**Q:** I have MoS₂ calculated at six volumes, with every cell edge scaled by the same factor. Which volume does the material prefer?

MoS₂ (space group R3m) computed with Ansatz 0.2.0 using PBEsol without dispersion correction or spin polarization, PAW, a 420 eV plane-wave cutoff and a 12×12×2 k mesh. All cell edges were scaled equally, then the atoms were relaxed in the fixed cell to 0.008 eV/Å. Energies are relative to the elements' standard crystals in the same functional; positive pressure means compression.

| volume (relaxed cell) (Å³/atom) | c/a (relaxed cell) | shortest distance (relaxed cell) (Å) | energy over elements (eV/atom) | pressure (GPa) |
| --- | --- | --- | --- | --- |
| 16.358 | 5.9989 | 2.371 | -0.938 | 7.350 |
| 16.869 | 5.9990 | 2.377 | -0.957 | 4.570 |
| 17.391 | 5.9990 | 2.384 | -0.968 | 2.140 |
| 18.467 | 5.9990 | 2.399 | -0.968 | -1.880 |
| 19.020 | 5.9990 | 2.406 | -0.958 | -3.550 |
| 19.586 | 5.9989 | 2.413 | -0.943 | -5.040 |

**A:** One between 17.391 and 18.467 Å³ per atom, where the table has no row. The rows are a selection that leaves out failed runs and those that met a known fault of the program, so the gap in the series does not show that nothing was calculated there. Positive pressure means that the cell pushes outward, negative that it pulls inward, and the sign changes between these two rows. A straight line between them puts zero pressure near 18.0 Å³ per atom. The calculation has no correction for the dispersion attraction between the crystal's layers, so the real layers are expected to sit closer together. The two rows on either side of zero pressure agree in energy to within about 0.2 meV per atom, so I would not call either the more stable.

**Q:** The energies are counted from the solid elements. If sulfur's crystal were described badly, would the preferred volume move?

**A:** No. The element reference is the same constant in every row, so an error in it shifts the whole energy column and leaves the differences alone. It would change the value of about −0.97 eV per atom near the minimum, which is the energy gained on forming the compound.

**Q:** How far can I trust the pressures?

**A:** Pressure is the rate at which energy falls as volume grows, so the energies can check it. For the first step, unrounded energies give 5.93 GPa, while the mean of the two end pressures is 5.96 GPa. The other steps of 1 % in edge length agree about as well, so the loose convergence threshold, of which the runs warn, did little harm to the average pressure. The separate stress components are not tested this way. This tests consistency within one density functional, not agreement with a real crystal.

**Q:** The edges grow by 6.2 % from the first row to the last, but the shortest distance, Mo–S, by only 1.8 %. Where does the remaining length go?

**A:** The crystal is a stack of S–Mo–S sheets, and the Mo–S bonds run obliquely through each sheet. When the sheet is stretched sideways, the bonds can tilt towards its plane, which costs less energy than lengthening them. The sheet therefore becomes thinner while the cell becomes taller, and the space between sheets must open.

Geometry gives the amounts if all Mo–S bonds are taken as equal. In the first row the in-plane edge is 3.049 Å, and a sulfur atom sits sideways from its Mo neighbour by this edge divided by √3, or 1.760 Å. With a bond of 2.371 Å, the sheet thickness is 2 × √(2.371² − 1.760²) ≈ 3.18 Å.

One third of the cell height is 6.10 Å, which leaves 2.92 Å between the sulfur planes of neighbouring sheets. In the last row the same steps give a sheet of 3.05 Å and a space of 3.42 Å. The output below lists this estimate for every row; it has no adjustable constant, but the equal bonds remain an assumption.

**Q:** Then could I use the pressure column to predict how the material compresses in a fluid?

**A:** Not directly. A fluid presses equally on all faces, whereas here the ratio of height to edge, c/a, was held and only the atoms could move. In the most compressed row the stress is 10.2 GPa within the sheets but only 1.7 GPa across them. The listed pressure is the average over three directions, and the two in-plane ones supply at least 92 % of it in every row.

Strong bonds resist within the sheets, while only weak forces act between them. If c/a were free, the soft stacking direction would take up more of the volume change and the response would be softer. The stress across the sheets is also the least secure result, because the calculation has no dispersion correction for the attraction between them.

**Q:** Why does squeezing meet more resistance than stretching?

**A:** Repulsion between overlapping electron clouds rises steeply as atoms approach, while bonding attraction fades more gently as they separate. That is a general argument which these runs do not test by themselves, but the numbers have the expected form. The pressure change per fractional volume change falls from about 90 GPa in the first step to 51 GPa in the last. These values describe scaling at fixed shape and are not the bulk modulus.

**Q:** Does the same stretching also tune the band gap steadily?

**A:** No, it turns around. The gap rises from 0.89 eV in the most compressed row to 1.01 eV at 18.467 Å³ per atom, then falls to 0.68 eV in the last. Among the sampled points of the Brillouin zone, the highest filled state stays at the same one, but the lowest empty state moves. On the compressed side it lies halfway between the zone centre and the corner K. From 18.467 Å³ per atom onward it lies on the vertical zone edge that passes through K.

Two empty states thus compete. The gap to the first grows on stretching and the gap to the second shrinks, so the widest gap should lie where they cross, between 17.391 and 18.467 Å³ per atom. A likely reason for the shrinking is that the second state is antibonding between Mo and S, so weaker overlap lowers it. The growth probably comes in part from the opening space between the sheets, which weakens the coupling that pushes the highest filled state up. I have no orbital analysis here to confirm either reason. The volume at which the two states change places depends on the functional and the sampled points, and functionals of this kind usually give gaps that are too small. In every row the gap is read from the sampled points only, so it comes out too large if a band edge lies between them. The notes to the data caution that a band crossing between those points may be missed in the last row, but this comes from the data makers' tests on other systems. The run itself gives no such warning, so I would not rank its gap as less certain than the others.

Output of the analysis:

```
Energy and geometry:
     row  energy above lowest row (meV/atom)  in-plane edge (Å)  S-Mo-S layer thickness (Å)  space between layers (Å)
  16.358                               29.92              3.049                       3.177                     2.919
  16.869                               11.02               3.08                       3.154                     3.005
  17.391                                0.19              3.112                       3.134                     3.088
  18.467                                   0              3.175                       3.096                     3.252
   19.02                                9.49              3.206                       3.074                     3.336
  19.586                               24.73              3.237                       3.052                     3.421
Step that ends at this row:
     row  pressure from energies (GPa)  mean of end pressures (GPa)  stiffness -V dP/dV (GPa)
  16.869                         5.926                         5.96                     90.38
  17.391                         3.324                        3.355                     79.74
  18.467                       0.02829                         0.13                     66.98
   19.02                        -2.749                       -2.715                      56.6
  19.586                        -4.314                       -4.295                     50.82
Stresses and gaps:
     row  in-plane stress (GPa)  out-of-plane stress (GPa)  band gap (eV)  change of band gap (eV)  direct gap (eV)
  16.358                  10.16                      1.727          0.886                      n/a            2.131
  16.869                  6.391                     0.9413         0.9323                  0.04629            2.043
  17.391                  3.022                     0.3857         0.9727                   0.0404            1.917
  18.467                 -2.705                    -0.2357          1.009                  0.03617             1.68
   19.02                 -5.137                    -0.3837         0.8436                  -0.1653            1.572
  19.586                 -7.322                    -0.4609         0.6837                    -0.16            1.471
Growth of the cell edges from first to last row (%): 6.187
Growth of the shortest Mo-S distance (%): 1.771
Thinning of the S-Mo-S layer (Å): 0.1248
Opening of the space between layers (Å): 0.502
Volume of zero pressure by a straight line (Å³/atom): 17.96
Largest difference of the two step pressures in the 1 % steps (GPa): 0.03449
Largest pressure error from energies rounded to 1 meV (GPa): 0.3135
Smallest in-plane share of the mean pressure (%): 92.14
Largest in-plane share of the mean pressure (%): 96.85
Smallest ratio of in-plane to out-of-plane stress: 5.88
Largest ratio of in-plane to out-of-plane stress: 15.89
Stiffness of the first step over that of the last: 1.779
Fall of the direct gap from first to last row (eV): 0.6592
```
